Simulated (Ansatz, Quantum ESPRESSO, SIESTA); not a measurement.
# One calculation of P, 4 ways

```
P
1.0
     3.28373    0.00000    0.00000
     0.00000   34.85703    0.00000
     0.00000    0.00000    4.63208
P
4
Direct
  0.50000 0.97026 0.90785
  0.50000 0.02974 0.09215
  0.00000 0.02974 0.40785
  0.00000 0.97026 0.59215
```

This isn't the form of P at room conditions, which is orthorhombic.

The cell holds a layer with vacuum beside it, so values per volume hang on the cell's height.

Alike in all runs: task band structure; functional PBEsol; k mesh 8 × 1 × 6; occupations fermi-dirac, width 0.05 eV; no spin polarisation; no spin-orbit coupling. Gaps are the smaller of the mesh's and the band path's.

| program and potentials | plane-wave cutoff (eV) | notes | band gap (eV) | largest force (eV/Å) |
| --- | --- | --- | --- | --- |
| Ansatz, all-electron LAPW, scalar-relativistic | - | - | 0.88 | 0.269 |
| Quantum ESPRESSO, GBRV 1.5 PBEsol | 612 | - | 0.87 | 0.271 |
| SIESTA, files PseudoDojo sr-pbesol-0.4.1-standard, DZP (energy shift 0.003 Ry) | - | atomic basis | 0.97 | 0.539 |
| Ansatz, PAW datasets made for the crystal | 220 | - | 0.88 | 0.269 |

Force on atom 1 (P), eV/Å:

| program and potentials | x | y | z |
| --- | --- | --- | --- |
| Ansatz, all-electron LAPW, scalar-relativistic | 0.000 | -0.057 | 0.263 |
| Quantum ESPRESSO, GBRV 1.5 PBEsol | 0.000 | -0.058 | 0.265 |
| SIESTA, files PseudoDojo sr-pbesol-0.4.1-standard, DZP (energy shift 0.003 Ry) | 0.000 | -0.247 | 0.479 |
| Ansatz, PAW datasets made for the crystal | 0.000 | -0.057 | 0.263 |

The band gap spans 0.87 (Quantum ESPRESSO, GBRV 1.5 PBEsol) to 0.97 eV (SIESTA, files PseudoDojo sr-pbesol-0.4.1-standard, DZP (energy shift 0.003 Ry)), with all-electron results at 0.88. The paths' points differ, which is worth about 0.01 eV. Rows in atomic bases carry the error of their basis and grid, which can be large.

Differences between rows come from potentials, basis sets and numerical settings, since the functional is the same but for its coding. Runs on potential files found faulty are left out.
